# Which nuclear charge does a core electron feel?

## Question

In gallium nitride the core levels of gallium span a factor of a hundred in depth, from about 100 eV to about 10 000 eV below the top of the valence band. The 2p level is split by some tens of eV and the 3p level by a few eV. The table gives the orbital energies from a density-functional calculation.

Kohn-Sham core levels of cubic GaN (F-43m, 2-atom cell), calculated with exciting sodium using PBEsol, all-electron LAPW+lo with the shipped species files, a 7 × 7 × 7 k-mesh and rgkmax 6.5. Energies are relative to the top of the valence band; spin-orbit coupling is left out for the valence electrons only.

```csv
row,core level (eV),core element,core shell
1,-373.7,N,1s1/2
2,-10212.1,Ga,1s1/2
3,-1254.5,Ga,2s1/2
4,-1110.1,Ga,2p1/2
5,-1082.5,Ga,2p3/2
6,-141.7,Ga,3s1/2
7,-95.0,Ga,3p1/2
8,-91.4,Ga,3p3/2
```

The subscripts 1/2 and 3/2 are the total angular momentum of the electron, orbital motion and spin together. Three students try to explain the size of the 2p and 3p splittings. Each treats the electron as if it moved around a single point charge, but they choose that charge differently:

- **A.** The depth of a level shows how strongly the electron is bound. The charge that reproduces the depth must therefore reproduce the splitting too.
- **B.** Spin-orbit coupling acts close to the nucleus, so the full gallium charge of 31 counts.
- **C.** The nucleus counts, less the electrons in complete shells further in: 2 electrons for 2p and 10 for 3p.

Decide between them. Then explain what the depth of a level and its splitting each reveal about the forces on the electron.

## Model answer

**The physical picture.** An electron orbiting a nucleus experiences a magnetic field in its own frame, and its spin can lie along that field or against it. The strength of this coupling follows the electric force on the electron, most of all near the nucleus. Other electrons closer in weaken that force. A spherical shell of charge further out exerts no force inside itself, but it does raise the potential energy there. Outer electrons can therefore lift a core level by a large amount and leave its splitting almost untouched.

**The formulas.** For a point charge Z, an electron in shell n has the depth Ry Z²/n², where Ry ≈ 13.6 eV. The spin-orbit energy scales as Z times the mean of 1/r³, r being the distance from the nucleus. That mean grows as Z³/n³, so the splitting grows as the fourth power of the charge. For a p level the result is

splitting = α² Ry Z⁴ / (2n³), with α ≈ 1/137.

**One estimate in full.** Take 2p under proposal C:

- charge: Z = 31 − 2 = 29, so Z⁴ ≈ 707 000
- prefactor: α² Ry / (2 × 2³) = 13.6 eV / (137² × 16) ≈ 4.53 × 10⁻⁵ eV
- splitting: 4.53 × 10⁻⁵ eV × 707 000 ≈ 32 eV

The table gives −1082.5 − (−1110.1) = 27.6 eV, so the estimate is 16 % too large. The formula has no adjustable constant, and the computed splitting played no part in the estimate.

**Proposal A fails by a wide margin.** The mean depth of 2p corresponds to a charge of about 18, which would split the level by only 4.7 eV, a sixth of the computed value. For 3p the same recipe gives about 0.05 eV where the table has 3.6 eV. Orbital energies of this kind do lie too shallow compared with measured binding energies, but that can't rescue the proposal. Levels deeper by a tenth would raise its splittings by only 21 %. The formula also counts depth from a free electron at rest and the table from the valence top, but that difference of several eV is too small to matter.

**Proposal B errs the other way.** The bare nucleus would split 2p by 42 eV, about half as much again as the calculation finds. For 3p it gives 12 eV, more than three times the computed splitting. Taken as a ratio, the error grows from 2p to 3p, as it should if electrons further in shield the nucleus, because 3p has more of them beneath it.

**Proposal C comes nearest for both doublets.** Its 3p splitting is 2.6 eV, which is 28 % too small, whereas its 2p value was too large. The change of sign has a plausible reason. The other electrons of the second shell spend part of their time inside a 2p orbital, and the count ignores them. A 3p orbital has an inner lobe that reaches into the second shell, where fewer than ten electrons shield the nucleus.

**Why the depth misleads.** The 2p splitting corresponds to a charge of about 28. Acting alone, that charge would put the level more than 2600 eV deep, while the calculation has it near 1100 eV. In this picture the outer electrons lift 2p by something of the order of a thousand eV, and 3p by several hundred. For 3p the lift cancels most of the depth that the inner charge alone would give, so the small depth that remains is a very poor guide to the force near the nucleus.

## Remarks on the reasoning

**Why A is tempting.** In hydrogen one charge does fix both the depth and the splitting. The step that fails in a many-electron atom is the idea that a weakly bound electron must feel a weak force everywhere. A depth records the whole potential, including the nearly constant part built up by charge further out. A splitting records how steeply the potential changes close to the nucleus, and how much of the electron's time is spent there.

**A check from the 1s levels.** A 1s electron has one companion in its shell and no shell beneath it, so inner screening should remove at most about one unit of charge. Yet the depths suggest a loss of 1.8 units for nitrogen and 3.6 for gallium. Making the levels a tenth deeper would raise the inferred charges by about 5 % and still leave both losses above one. Electrons outside the 1s shell must therefore be lifting these levels, and gallium has many more of them than nitrogen.

**A check from the s levels.** Around a point charge, s1/2 and p1/2 of the same shell have the same energy, even in Dirac's relativistic theory. In gallium they lie 144 eV apart in the second shell and 47 eV apart in the third, much more than the spin-orbit splittings. No single point charge, whatever its size, can produce such gaps. They arise because an s electron spends more time close to the nucleus, where screening is weaker.

**What the comparison tests.** The core levels come from a radial Dirac equation; only the valence electrons are treated without spin-orbit coupling. Spin-orbit coupling is thus built into the core levels, and their splitting is no independent proof of relativity. What the numbers do test is the choice of charge, and for these two doublets they put C first. B comes ahead of A if the error is taken as a factor; counted in eV, A lies nearer than B for 3p. The separation into inner and outer screening is an argument from electrostatics, supported by the two checks but not computed piece by piece.

**How far to trust C.** Because of the fourth power, one unit of charge near 28 changes the splitting by about 4/28, or 14 %. The 2p error therefore amounts to roughly one electron's worth of screening. The exact Dirac formula gives a 2p splitting about 3 % larger than the simple one at the same charge, which doesn't alter the ranking. For these two core doublets, proposal C gives the splitting to within some tens of per cent. It shouldn't be carried over to gallium's outermost p electrons, those in 4p: their inner lobes reach close to the nucleus, where the charge is far larger than the count leaves, so the estimate would be much too small.

**What this means for a measured spectrum.** In photoelectron spectroscopy of an insulating GaN film, surface charging can move all the lines together. A common shift changes every depth and leaves the distance between 2p1/2 and 2p3/2 as it was. That distance is therefore a safer mark of gallium than the position of one line. The same property makes it a poor probe of bonding, since a change in the valence electrons acts mostly as one more outer shift. The tabulated depths themselves shouldn't be used as peak positions, because they are orbital energies. With a functional such as PBEsol, each electron is partly repelled by its own charge, which makes the core levels too shallow. The response of the other electrons when one is removed is left out as well. On its own that omission would make the levels too deep, but it offsets only part of the error.

The output printed below lists the charge inferred from each level and the splittings under all three proposals.

Output of the analysis:

```
Charge read from the depth of each level:
  row  charge from depth  nuclear charge less this
    1              5.241                     1.759
    2               27.4                     3.603
    3               19.2                      11.8
    4              18.07                     12.93
    5              17.84                     13.16
    6              9.682                     21.32
    7              7.927                     23.07
    8              7.776                     23.22
Spin-orbit splitting of Ga 2p and 3p (eV): 27.6, 3.6
Gap from s1/2 up to p1/2 in Ga shells 2 and 3 (eV): 144.4, 46.7
Charge read from the splitting of 2p and 3p: 27.94, 22.76
Charge read from the mean depth of 2p and 3p: 17.92, 7.826
Nuclear charge less charge from splitting for 2p and 3p: 3.059, 8.241
Splitting predicted with charge from depth for 2p and 3p (eV): 4.665, 0.05034
Splitting predicted with bare nucleus for 2p and 3p (eV): 41.82, 12.39
Splitting predicted with inner shells subtracted for 2p and 3p (eV): 32.03, 2.609
Predicted over computed splitting with charge from depth: 0.169, 0.01398
Predicted over computed splitting with bare nucleus: 1.515, 3.442
Predicted over computed splitting with inner shells subtracted: 1.16, 0.7248
Mean depth of 2p and 3p (eV): 1092, 92.6
Depth that the charge from splitting would give alone (eV): 2656, 783.1
Upward shift then needed from outer screening, rough (eV): 1564, 690.5
Exact Dirac 2p splitting above leading-order formula at same charge (%): 2.672
Rise of splitting from the depth rule if levels lay 10 % deeper (%): 21
```
